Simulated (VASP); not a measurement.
Write the native input for VASP 6.6.1 that does the following.

- Task: relaxation of the atoms
- Functional: PBE
- Potentials or basis: VASP PAW PBE potentials, release 64 (Al, N)
- Cutoff: 520 eV
- k mesh: 12 × 12 × 6
- Occupations: gaussian, width 0.02 eV
- Spin: no spin polarisation
- Further INCAR settings: ALGO = Fast; EDIFF = 1e-07; IBRION = 2; EDIFFG = -0.002; NSW = 80

The structure of AlN lies in POSCAR:

```
AlN                                     
1.0
    3.1493019011      0.0000000000      0.0000000000
   -1.5746509506      2.7273754485      0.0000000000
    0.0000000000      0.0000000000      5.0496387186
  Al              N             
     2     2
Direct
     0.3333333300000021    0.6666666699999979    0.9992562416560631
     0.6666666699999979    0.3333333300000021    0.4992562416560631
     0.3333333300000021    0.6666666699999979    0.3807437583439395
     0.6666666699999979    0.3333333300000021    0.8807437583439395
```

The cell isn't the ideal one: a relaxed cell with its volume scaled by 1.02.

One way to write it, as run:

INCAR

```
SYSTEM = AlN
ALGO = Fast ; EDIFF = 1E-7
EDIFFG = -0.002 ; ENCUT = 520
GGA = PE ; IBRION = 2
ISIF = 2 ; ISMEAR = 0
LASPH = .TRUE. ; LCHARG = .FALSE.
LREAL = .FALSE. ; LWAVE = .FALSE.
NELM = 60 ; NSW = 80
PREC = Accurate ; SIGMA = 0.02
```

KPOINTS

```
k-points
0
G
  12 12 6
  0 0 0
```

Potentials or basis: VASP PAW PBE potentials, release 64 (Al, N).

Command:

```sh
$ cat potpaw_PBE.64/Al/POTCAR potpaw_PBE.64/N/POTCAR > POTCAR
$ mpirun -np 1 vasp_std > vasp.out
```

Results of the run:

The energy gained by relaxing is 0.0 meV/atom. The ionic steps are 2 and the pressure after relaxing is -3.7 GPa. The band gap on the k mesh is 3.89 eV, direct.

Wall time 36 s on 1 thread of AMD EPYC 9R14 (Zen 4), with other jobs on the host, peak memory 0.14 GiB.
